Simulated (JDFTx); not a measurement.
Crystal: BaH2.

```
Ba H
1.0
     4.46203    0.00000    0.00000
    -2.23101    3.86423    0.00000
     0.00000    0.00000    6.05529
Ba H
2 4
Direct
  0.33333 0.66667 0.25000
  0.66667 0.33333 0.75000
  0.00000 0.00000 0.00000
  0.00000 0.00000 0.50000
  0.66667 0.33333 0.25000
  0.33333 0.66667 0.75000
```

The cell comes from a database or a generator and needn't be the stable form of this composition.

Base run:

```yaml
Program: JDFTx 1.7.0 (patched build)
Functional: PBEsol
Potentials_or_basis: PseudoDojo-SR-PBEsol-0.4.1-standard with smoothed tails
Cutoff: 980 eV
Density_cutoff: 7837 eV
k_mesh: 7 × 7 × 5
Occupations: fermi-dirac, width 0.05 eV
Spin: no spin polarisation
```

Its results: band gap on the k mesh 1.70 eV, indirect (least direct gap 2.56 eV); pressure -2.0 GPa.

Question: The run is repeated on the same cell with these changes: functional from PBEsol to LDA; potentials or basis from PseudoDojo-SR-PBEsol-0.4.1-standard with smoothed tails to PseudoDojo-SR-LDA-0.4.1-standard with smoothed tails; cutoff from 980 eV to 1007 eV; density cutoff from 7837 eV to 8055 eV. What comes out?

Answer: Band gap on the k mesh 1.60 eV, indirect (least direct gap 2.47 eV); pressure -3.2 GPa.

Caveats: this release of the barium file is off; the empty levels aren't tightly converged; spin-orbit coupling is left out, which moves the levels of the heavy elements; an odd mesh through Γ misses points on the zone boundary, where band edges often lie.
